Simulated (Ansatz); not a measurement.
PbO2, one cell by several methods

```xyz
3
Lattice="0.0000 2.7020 2.7020 2.7020 0.0000 2.7020 2.7020 2.7020 0.0000" Properties=species:S:1:pos:R:3 pbc="T T T"
Pb    0.0000    0.0000    0.0000
O     1.3510    1.3510    1.3510
O     4.0530    4.0530    4.0530
```

Atom numbers follow the list: Pb1, O2, O3.

Structure from Materials Project entry mp-20158 (possibly hypothetical), not relaxed further.

Spin–orbit coupling is left out, though it moves levels of the heavy atoms by tenths of an eV or more.

All numbers are computed: DFT, PBE, PAW with Ansatz's default frozen-core files, scalar-relativistic (Ansatz 0.2.0); DFT, PBE, all-electron PAW with datasets made for the crystal, scalar-relativistic (Ansatz 0.2.0); DFT, PBE, all-electron LAPW, scalar-relativistic (Ansatz 0.2.0).

For PAW: a Γ-centred 12×12×12 k mesh, Fermi–Dirac smearing of 0.05 eV, cutoff 420 eV, no spin polarisation. The crystal-made all-electron datasets (AE datasets) take a cutoff of 340 eV at this cell. LAPW targets a basis error of 1 meV/atom. The Ansatz runs share mesh, smearing and spin set-up. Plane-wave (PAW) pressures include the program's estimate of the Pulay term.

Stress and pressure are positive in compression.

Levels count from the Fermi level.

| quantity | PAW | AE datasets | LAPW |
| --- | --- | --- | --- |
| pressure (GPa) | 0.24 | 0.26 | 0.26 |
| highest filled level at X (eV) | -0.162 | -0.161 | -0.161 |
| lowest empty level at X (eV) | 1.664 | 1.661 | 1.661 |
| highest filled level at Γ (eV) | -1.222 | -1.222 | -1.222 |
| lowest empty level at Γ (eV) | 6.981 | 6.976 | 6.976 |
| highest filled level at L (eV) | -1.429 | -1.430 | -1.430 |
| lowest empty level at L (eV) | 2.555 | 2.556 | 2.556 |

PAW's pressure differs from the LAPW value by -0.02 GPa.
